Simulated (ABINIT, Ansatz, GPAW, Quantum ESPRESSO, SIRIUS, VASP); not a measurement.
# Ta: 6 runs at one level of theory

```xyz
1
Lattice="-1.6513 1.6513 1.6513 1.6513 -1.6513 1.6513 1.6513 1.6513 -1.6513" Properties=species:S:1:pos:R:3 pbc="T T T"
Ta    0.0000    0.0000    0.0000
```

Alike in all runs: task single point; functional PBEsol; k mesh 11 × 11 × 11; occupations fermi-dirac, width 0.05 eV; no spin polarisation; no spin-orbit coupling. Pressure is positive in compression and, in plane waves, holds the error of the finite cutoff.

```
                                        program and potentials  plane-wave cutoff (eV)                                                             notes  pressure (GPa)
             GPAW, PAW data sets generated for this functional                     600                           13 valence electrons an atom on average           -4.04
                             Quantum ESPRESSO, GBRV 1.5 PBEsol                     762                           13 valence electrons an atom on average           -4.50
SIRIUS, PseudoDojo 0.4.1 PBEsol standard (scalar relativistic)                     807                           13 valence electrons an atom on average           -4.22
                             VASP, PBE PAW files Ta_pv, 520 eV                     520  potentials made for PBE; 11 valence electrons an atom on average           -4.18
                Ansatz, all-electron LAPW, scalar-relativistic                       -                                                                 -           -4.40
               ABINIT, PseudoDojo NC SR PBEsol v0.4.1 standard                     789                           13 valence electrons an atom on average           -4.23
```

The pressure spans -4.50 (Quantum ESPRESSO, GBRV 1.5 PBEsol) to -4.04 GPa (GPAW, PAW data sets generated for this functional), with all-electron results at -4.40.

Differences between rows come from potentials, basis sets and numerical settings, since the functional is the same but for its coding. Runs on potential files found faulty are left out.

All six runs put bcc tantalum under tension at this volume, so PBEsol favours a denser crystal than the one given, whose lattice parameter is close to the measured one. This fits the functional's weaker gradient enhancement of exchange, which generally shortens bonds relative to PBE and can slightly overbind 5d metals. The pressure looks large for what is probably a small mismatch in length: with its d band near half filling, tantalum occupies mostly bonding states and is stiff, so a slight stretch costs several GPa.

By the same argument, the spread between runs should correspond to only a very small difference in lattice parameter. The two PseudoDojo runs, at -4.22 and -4.23 GPa, nearly coincide despite using different programs, which suggests that the potentials matter more than the codes here. The VASP value of -4.18 GPa lies within the overall span, but this doesn't show that its potential is transferable, since errors from the core treatment and the basis may partly cancel at a single volume.
